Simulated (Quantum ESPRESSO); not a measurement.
C: equation of state with r2SCAN

**What was measured.**

“Equation of state of cubic boron nitride at high pressures and temperatures”, 2007, arxiv:cond-mat/0702656 quotes, for a bulk crystal of C: bulk modulus 442 ± 5 GPa.

C:

```
CELL_PARAMETERS angstrom
0.00000 1.78337 1.78337
1.78337 0.00000 1.78337
1.78337 1.78337 0.00000
ATOMIC_POSITIONS crystal
C 0.75000 0.75000 0.75000
C 0.50000 0.50000 0.50000
```

This isn't the form of C at room conditions, which is graphite.

```json
{
 "Program": "Quantum ESPRESSO 7.5",
 "Task": "equation of state",
 "Functional": "r2SCAN",
 "Potentials or basis": "SG15 PBE 1.2",
 "Cutoff": "1197 eV",
 "Density cutoff": "4789 eV",
 "k mesh": "10 × 10 × 10",
 "Occupations": "fermi-dirac, width 0.05 eV",
 "Spin": "no spin polarisation",
 "Symmetry": "off",
 "Mixing beta": "0.5",
 "Most SCF iterations": "120",
 "SCF threshold": "1e-08 Ry"
}
```

| Quantity | Value |
| --- | --- |
| Equilibrium volume | 5.64 Å³/atom |
| Bulk modulus | 443 GPa |
| Pressure derivative of the bulk modulus | 3.7 |

Energy against volume, from the lowest point:
```
volume (Å³/atom)  energy (meV/atom)
           5.332              25.77
           5.445               9.96
           5.558               1.59
           5.672               0.00
           5.785               4.57
           5.899              14.76
           6.012              30.06
```

All runs of the series together: 9.7 min on 2 threads of Intel(R) Xeon(R) Platinum 8259CL CPU @ 2.50GHz (Skylake/Cascade Lake), on a shared host.

A measured bulk modulus of C is 442 GPa (quoted in “Equation of state of cubic boron nitride at high pressures and temperatures”, 2007, arxiv:cond-mat/0702656); the calculated 443 GPa misses it by +0.3 %. 3 values of this kind are on record (442 to 444.8 GPa); this one was drawn at random among those near their median, those with a stated uncertainty first. The fit is for a static lattice scaled at fixed shape and fixed fractional positions.

Caveat: the potentials were made for another functional, which shifts forces and pressure.
